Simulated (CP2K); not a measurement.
Runs of CP2K 2026.2 on Al2Au. It takes space group Fm-3m (No. 225, cubic). Conventional cell: a = 6.000 Å, b = 6.000 Å, c = 6.000 Å, α = 90.00°, β = 90.00°, γ = 90.00°. Au (site symmetry m-3m) has 8 Al at 2.60 Å as nearest neighbours. Al (site symmetry -43m) is surrounded by 4 Au at 2.60 Å. 

```csv
level,gap on the mesh (eV),pressure (GPa),relaxed volume (Å³/atom)
HLE16,none,-0.1,16.08
PBE,none,0.0,(a)
PBEsol,none,0.0,18.49
LDA,none,0.0,18.42
```

Alike in all rows: task relaxation of cell and atoms; potentials or basis POTENTIAL_UZH Au GTH-PBE-q11, Al GTH-PBE-q3; TZVP-MOLOPT-PBE-GTH basis; no spin polarisation; cell relaxed; k mesh 6 × 6 × 6; smearing fermi-dirac 0.05 eV.

Problem. Estimate the missing entries.

Solution. (a) 18.79.

Caveats: with these potentials and basis sets, volumes of gold and of layered tellurides can stand 1.5 % and more from those of plane-wave programs; the basis of atomic orbitals isn't converged, which shifts pressures, moduli and gaps; the real-space grid breaks the cell's symmetry a little; the potentials were made for another functional, which shifts forces and pressure (some runs); the potentials were made for a functional far from this one (some runs).

A k mesh can miss the band edges, and the runs leave out spin-orbit coupling on Au.

A gap of «none» marks a metal or a gap under the smearing width.
